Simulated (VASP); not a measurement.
# Ir (P6_3/mmc) in VASP: a series of runs

The runs below take Ir through single point, with PBE.

Everything below comes from runs of VASP 6.6.1. Logs are shortened: lines on timing, memory, paths and dates and some standing lists are left out, and cuts for length are marked.

## (1) The crystal as given

Symmetry: P6_3/mmc, No. 194, hexagonal system. The conventional cell has a = 2.751 Å, b = 2.751 Å, c = 4.462 Å, α = 90.00°, β = 90.00°, γ = 120.00°. Ir (site symmetry -6m2) has 12 Ir at 2.74 to 2.75 Å as nearest neighbours.

This isn't the form of Ir at room conditions, which is fcc.

## (2) Single point, PBE

Input file INCAR:

```
SYSTEM = Ir
ADDGRID = .FALSE. ; ALGO = Normal
EDIFF = 1E-6 ; ENCUT = 460
GGA = PE ; ISIF = 2
ISMEAR = 0 ; LASPH = .TRUE.
LCHARG = .FALSE. ; LREAL = .FALSE.
LWAVE = .FALSE. ; NELM = 100
PREC = Accurate ; SIGMA = 0.2
```

Input file KPOINTS:

```
k-points
0
G
  5 5 3
  0 0 0
```

Input file POSCAR:

```
Ir
1.0
    2.7513778946      0.0000000000      0.0000000000
   -1.3756889473      2.3827631521      0.0000000000
    0.0000000000      0.0000000000      4.4622900000
Ir
2
Direct
    0.3333333333      0.6666666667      0.2500000000
    0.6666666667      0.3333333333      0.7500000000
```

Potentials or basis: VASP PAW PBE potentials, release 64 (Ir).

Launch:

```bash
$ cat potpaw_PBE.64/Ir/POTCAR > POTCAR
$ mpirun -np 1 vasp_std > vasp.out
```

OUTCAR:

```text
SYSTEM = Ir
   EDIFF = 1E-6
   ENCUT = 460
   GGA = PE
   ISIF = 2
   ISMEAR = 0
   LASPH = .TRUE.
   LREAL = .FALSE.
   NELM = 100
   PREC = Accurate

 Found     10 irreducible k-points:

 Following reciprocal coordinates:
            Coordinates               Weight
  0.000000  0.000000  0.000000      1.000000
  0.200000 -0.000000  0.000000      6.000000
  0.400000 -0.000000  0.000000      6.000000
  0.200000  0.200000  0.000000      6.000000
  0.400000  0.200000  0.000000      6.000000
  0.000000  0.000000  0.333333      2.000000
   k-points           NKPTS =     10   k-points in BZ     NKDIM =     10   number of bands    NBANDS=     13
   number of dos      NEDOS =    301   number of ions     NIONS =      2
   total plane-waves  NPLWV =  12800
   dimension x,y,z NGX =    20 NGY =   20 NGZ =   32
   dimension x,y,z NGXF=    40 NGYF=   40 NGZF=   64
   ions per type =               2
   NGX,Y,Z   is equivalent  to a cutoff of  12.08, 12.08, 11.92 a.u.
   NGXF,Y,Z  is equivalent  to a cutoff of  24.17, 24.17, 23.84 a.u.
 SYSTEM =  Ir
   PREC   = accura    normal or accurate (medium, high low for compatibility)
   ISTART =      0    job   : 0-new  1-cont  2-samecut
   ICHARG =      2    charge: 1-file 2-atom 10-const
   ISPIN  =      1    spin polarized calculation?
   LNONCOLLINEAR =      F non collinear calculations
   LSORBIT =      F    spin-orbit coupling
   LASPH  =      T    aspherical Exc in radial PAW
   ENCUT  =  460.0 eV  33.81 Ry    5.81 a.u.   4.81  4.81  7.80*2*pi/ulx,y,z
   NELM   =    100;   NELMIN=  2; NELMDL= -5     # of ELM steps
   EDIFF  = 0.1E-05   stopping-criterion for ELM
[... 8 lines left out ...]
   TEBEG  =    0.0;   TEEND  =   0.0 temperature during run
   PSTRESS=    0.0 pullay stress
   NELECT =      18.0000    total number of electrons
   NUPDOWN=      -1.0000    fix difference up-down
   EMIN   =  10.00;   EMAX   =-10.00  energy-range for DOS
   EFERMI =   0.00;   METHOD = LEGACY
   ISMEAR =     0;   SIGMA  =   0.20  broadening in eV -4-tet -1-fermi 0-gaus
   EFERMI_NEDOS =   21; number of points for ismear=-14 and -15
   IALGO  =     38    algorithm
   IMIX   =      4    mixing-type and parameters
     AMIX     =   0.40;   BMIX     =  1.00
     AMIX_MAG =   1.60;   BMIX_MAG =  1.00
  volume/ion in A,a.u.               =      14.63        98.71
  Fermi-wavevector in a.u.,A,eV,Ry     =   1.392417  2.631287 26.379323  1.938826
  Thomas-Fermi vector in A             =   2.516162
   LORBIT       =      0    0 simple, 1 ext, 2 COOP (PROOUT), +10 PAW based schemes
   GGA     = PE    functional components
   LHFCALC =     F    Hartree Fock is set to
   AEXX    =    0.0000 exact exchange contribution
   IVDW    =     0    specifies the selected vdW correction
   LEPSILON=     F    determine dielectric tensor
   LRPA    =     F    only Hartree local field effects (RPA)
 non-spin polarized calculation
 Gauss-broadening in eV      SIGMA  =   0.20
  energy-cutoff  :      460.00
  volume of cell :       29.25
 maximum number of plane-waves:       663
 NGX is ok and might be reduce to    20
   NGX =  9   NGY =  9   NGZ = 15

 number of electron      18.0000001 magnetization

 Free energy of the ion-electron system (eV)
  ---------------------------------------------------
  ext. energy  EPLUGINS =         0.00000000
  ---------------------------------------------------
  free energy    TOTEN  =       -17.42617167 eV

  energy without entropy =      -17.35079105  energy(sigma->0) =      -17.38848136

 E-fermi :  10.0625     XC(G=0): -13.7943

 val. band max:       10.0540939181   @ k =   0.2000  -0.0000   0.3333
 cond. band min:      10.0693867669   @ k =   0.4000   0.2000   0.3333
 fundamental gap:      0.0152928487
 Fermi energy:        10.0624871955

 k-point     1 :       0.0000    0.0000    0.0000
  band No.  band energies     occupation
      1      -0.9266      2.00000
      2       2.0782      2.00000
      3       6.2038      2.00000
      4       6.2365      2.00000
      5       6.2365      2.00000
      6       6.8570      2.00000
      7       6.8570      2.00000
      8       7.7009      2.00000
      9       7.7009      2.00000
     10       9.2515      2.00000
     11      10.2222      0.25869
     12      10.2222      0.25869
     13      16.7488      0.00000

 k-point     2 :       0.2000   -0.0000    0.0000
  band No.  band energies     occupation
      1       0.4731      2.00000
      2       3.1202      2.00000
      3       5.1996      2.00000
      4       5.6989      2.00000
      5       6.2154      2.00000
      6       6.9930      2.00000
      7       7.4394      2.00000
      8       7.4413      2.00000
      9       7.4674      2.00000
     10       7.9738      2.00000
     11      10.5794      0.00026
     12      14.5359      0.00000
     13      16.5207      0.00000

 k-point     3 :       0.4000   -0.0000    0.0000
  band No.  band energies     occupation
      1       2.5406      2.00000
      2       2.8911      2.00000
      3       3.6517      2.00000
      4       6.0836      2.00000
      5       6.1589      2.00000
      6       6.6769      2.00000
      7       6.9056      2.00000
      8      10.0169      1.25271
      9      10.3610      0.03480
     10      10.6636      0.00002
     11      10.8478      0.00000
     12      16.8261      0.00000
     13      17.0071      0.00000

 k-point     4 :       0.2000    0.2000    0.0000
  band No.  band energies     occupation
      1       2.6206      2.00000
      2       4.1538      2.00000
      3       4.1766      2.00000
      4       4.3795      2.00000
      5       5.8702      2.00000
      6       6.3869      2.00000
      7       7.0864      2.00000
      8       8.1902      2.00000
      9       9.7390      1.97783
     10      10.5134      0.00143
     11      10.6578      0.00003
     12      16.7091      0.00000
     13      18.4185      0.00000

 k-point     5 :       0.4000    0.2000    0.0000
  band No.  band energies     occupation
      1       3.4524      2.00000
      2       3.6739      2.00000
      3       3.6808      2.00000
      4       5.6242      2.00000
      5       5.8070      2.00000
      6       6.3072      2.00000
      7       7.3236      2.00000
      8       9.8793      1.80486
      9      10.4111      0.01370
     10      10.4213      0.01117
     11      13.7447      0.00000
     12      14.3672      0.00000
     13      17.3899      0.00000

 k-point     6 :       0.0000    0.0000    0.3333
  band No.  band energies     occupation
      1       0.1916      2.00000
      2       1.9301      2.00000
      3       5.7940      2.00000
      4       6.0337      2.00000
      5       6.0337      2.00000
      6       6.4005      2.00000
      7       6.4005      2.00000
      8       6.5803      2.00000
      9       8.7583      2.00000
     10       8.7583      2.00000
     11      10.0039      1.32112
     12      10.0039      1.32112
     13      21.3255      0.00000

 [... further k-points ...]
[... 5 lines left out ...]
  --------------------------------------------------------------------------------------
  -------------------------------------------------------------------------------------
  Total        0.0827191      0.0827191      0.0052919      0.0000000     -0.0000000      0.0000000
  in kB        4.5303042      4.5303042      0.2898226      0.0000000     -0.0000000      0.0000000
  external PRESSURE =       3.1168103 kB  Pullay stress =       0.0000000 kB

 VOLUME and BASIS-vectors are now :
 -----------------------------------------------------------------------------
  energy-cutoff  :      460.00
  volume of cell :       29.25
      direct lattice vectors                 reciprocal lattice vectors
     2.751377895  0.000000000  0.000000000     0.363454254  0.209840411  0.000000000
    -1.375688947  2.382763152  0.000000000     0.000000000  0.419680823  0.000000000
     0.000000000  0.000000000  4.462290000     0.000000000  0.000000000  0.224100182

 POSITION                                       TOTAL-FORCE (eV/Angst)
 -----------------------------------------------------------------------------------
     -0.00000      1.58851      1.11557         0.000000      0.000000      0.000000
      1.37569      0.79425      3.34672        -0.000000     -0.000000      0.000000
 -----------------------------------------------------------------------------------
    total drift:                                0.000000     -0.000000     -0.000000

  FREE ENERGIE OF THE ION-ELECTRON SYSTEM (eV)
  ---------------------------------------------------
  free  energy   TOTEN  =       -17.4261716687 eV

  energy  without entropy=      -17.3507910497  energy(sigma->0) =      -17.38848136
```

It took 5 s on 1 thread of Intel Xeon Platinum 8375C at 2.90GHz (Ice Lake), shared host; peak memory 0.13 GiB.

These settings aren't checked as converged: the numbers below hold their error.

What came out:

```
Free energy            : -17.4262 eV
Pressure               : 0.3 GPa
Band gap on the k mesh : none (metal or under the smearing width)
```

Caveat: the k mesh is coarse (spacing up to 0.53 Å⁻¹), so the values aren't converged.

## (3) Single point, PBE

INCAR is that of step 2.

KPOINTS is that of step 2.

Input file POSCAR:

```
Ir
1.0
    2.7513778946      0.0000000000      0.0000000000
   -1.3756889473      2.3827631521      0.0000000000
    0.0000000000      0.0000000000      4.4622900000
Ir
2
Direct
    0.3583140000      0.6617470000      0.2121330000
    0.6598720000      0.3587530000      0.7691070000
```

Potentials or basis: VASP PAW PBE potentials, release 64 (Ir).

Launch:

```bash
$ cat potpaw_PBE.64/Ir/POTCAR > POTCAR
$ mpirun -np 1 vasp_std > vasp.out
```

It took 12 s on 1 thread of Intel Xeon Platinum 8375C at 2.90GHz (Ice Lake), shared host; peak memory 0.13 GiB.

These settings aren't checked as converged: the numbers below hold their error.

Results:

```
Free energy            : -16.9656 eV
Pressure               : 13.2 GPa
Largest force          : 3.494 eV/Å
Band gap on the k mesh : none (metal or under the smearing width)
```

Caveat: the k mesh is coarse (spacing up to 0.53 Å⁻¹), so the values aren't converged.

## (4) The reference run

An earlier run on the cell as given: functional PBEsol; potentials or basis VASP PAW PBE potentials, release 64 (Ir); cutoff 520 eV; k mesh 11 × 11 × 6; occupations fermi-dirac, width 0.05 eV; no spin polarisation.

- Pressure: -11.6 GPa
- Band gap on the k mesh: none (metal or under the smearing width)
